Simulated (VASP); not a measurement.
Wanted: the native input for a VASP 6.6.1 run.

```
Task                   : relaxation of shape and atoms at fixed volume
Functional             : r2SCAN
Potentials or basis    : VASP PAW PBE potentials, release 64 (Zn, S)
Cutoff                 : 600 eV
k mesh                 : 9 × 9 × 5
Occupations            : gaussian, width 0.03 eV
Spin                   : no spin polarisation
Further INCAR settings : ALGO = Normal; EDIFF = 1e-07; IBRION = 2; EDIFFG = -0.01; NSW = 40; ISIF = 4
```

The structure of ZnS (Wurtzite-2H) lies in POSCAR:

```
ZnS                                     
1.0
    3.8067882326      0.0000000000      0.0000000000
   -1.9033941163      3.2967753162      0.0000000000
    0.0000000000      0.0000000000      6.2456165481
  Zn              S             
     2     2
Direct
     0.3333333332999970    0.6666666667000030    0.0053560640321209
     0.6666666667000030    0.3333333332999970    0.5053560640321209
     0.3333333332999970    0.6666666667000030    0.3796439359678772
     0.6666666667000030    0.3333333332999970    0.8796439359678772
```

The input as run:

INCAR

```
  PREC = Accurate
  ENCUT = 600
  EDIFF = 1E-7
  ISMEAR = 0
  SIGMA = 0.03
  LREAL = F
  LASPH = T
  NELM = 80
  ALGO = Normal
  ISIF = 4
  LWAVE = F
  LCHARG = F
  METAGGA = R2SCAN
  LMIXTAU = T
  IBRION = 2
  NSW = 40
  EDIFFG = -0.01
```

KPOINTS

```
regular mesh
0
Gamma
  9 9 5
```

Potentials or basis: VASP PAW PBE potentials, release 64 (Zn, S).

Command:

```console
$ cat potpaw_PBE.64/Zn/POTCAR potpaw_PBE.64/S/POTCAR > POTCAR
$ mpirun -np 1 vasp_std > vasp.out
```

It gave:

The pressure after relaxing is 0.0 GPa and the band gap on the k mesh is 2.79 eV, direct.

Caveat: the relaxation stopped at its first step, so nothing moved; the PAW data sets were made with another functional, which shifts forces and pressure a little.

It took 5.8 min on 1 thread of AMD EPYC 7R13 Processor (Zen 3) (shared host), peak memory 0.22 GiB.
